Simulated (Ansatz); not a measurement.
# PbSe: the cost of one run

All numbers below are computed with Ansatz 0.2.0 (DFT, plane waves, PAW, no spin polarisation).

## 1. The starting structure

The cell holds 16 atoms (Pb8Se8): a = 8.736 Å, b = 8.736 Å, c = 8.736 Å, α = 60.00°, β = 60.00°, γ = 60.00°.

As a file:

```xyz
16
Lattice="0.0000 6.1774 6.1774 6.1774 0.0000 6.1774 6.1774 6.1774 0.0000" Properties=species:S:1:pos:R:3 pbc="T T T"
Pb    0.0000    0.0000    0.0000
Se    3.0887    3.0887    3.0887
Pb    3.0887    3.0887    0.0000
Se    6.1774    6.1774    3.0887
Pb    3.0887    0.0000    3.0887
Se    6.1774    3.0887    6.1774
Pb    6.1774    3.0887    3.0887
Se    9.2661    6.1774    6.1774
Pb    0.0000    3.0887    3.0887
Se    3.0887    6.1774    6.1774
Pb    3.0887    6.1774    3.0887
Se    6.1774    9.2661    6.1774
Pb    3.0887    3.0887    6.1774
Se    6.1774    6.1774    9.2661
Pb    6.1774    6.1774    6.1774
Se    9.2661    9.2661    9.2661
```

## 2. Run 1: PBEsol

input.yaml

```yaml
crystal:
  lattice:
    - [0.0, 6.1774044403, 6.1774044403]
    - [6.1774044403, 0.0, 6.1774044403]
    - [6.1774044403, 6.1774044403, 0.0]
  atoms:
    - { symbol: Pb, position: [0.0, 0.0, 0.0] }
    - { symbol: Se, position: [0.25, 0.25, 0.25] }
    - { symbol: Pb, position: [0.0, 0.0, 0.5] }
    - { symbol: Se, position: [0.25, 0.25, 0.75] }
    - { symbol: Pb, position: [0.0, 0.5, 0.0] }
    - { symbol: Se, position: [0.25, 0.75, 0.25] }
    - { symbol: Pb, position: [0.0, 0.5, 0.5] }
    - { symbol: Se, position: [0.25, 0.75, 0.75] }
    - { symbol: Pb, position: [0.5, 0.0, 0.0] }
    - { symbol: Se, position: [0.75, 0.25, 0.25] }
    - { symbol: Pb, position: [0.5, 0.0, 0.5] }
    - { symbol: Se, position: [0.75, 0.25, 0.75] }
    - { symbol: Pb, position: [0.5, 0.5, 0.0] }
    - { symbol: Se, position: [0.75, 0.75, 0.25] }
    - { symbol: Pb, position: [0.5, 0.5, 0.5] }
    - { symbol: Se, position: [0.75, 0.75, 0.75] }
kpoints:
  mp_grid: { grid: [2, 2, 2] }
hamiltonian:
  xc: pbesol
scf:
  occupations: { method: fermi_dirac, width: 0.026 }
md:
  ensemble: nvt_langevin
  temperature: 300
  timestep: 1.5
  n_steps: 30
  initial_velocities: maxwell_boltzmann
  seed: 1033
```

Started as:

```
ansatz run input.yaml --threads 4 --pin off --max-ram 3686MiB --backend cpu --events-out ev --progress --plain --runs-dir out
```

Q: Estimate wall time and peak memory on 4 threads of Arm Neoverse V1, shared host.

About 3.7 min, with a peak of 2 GiB.
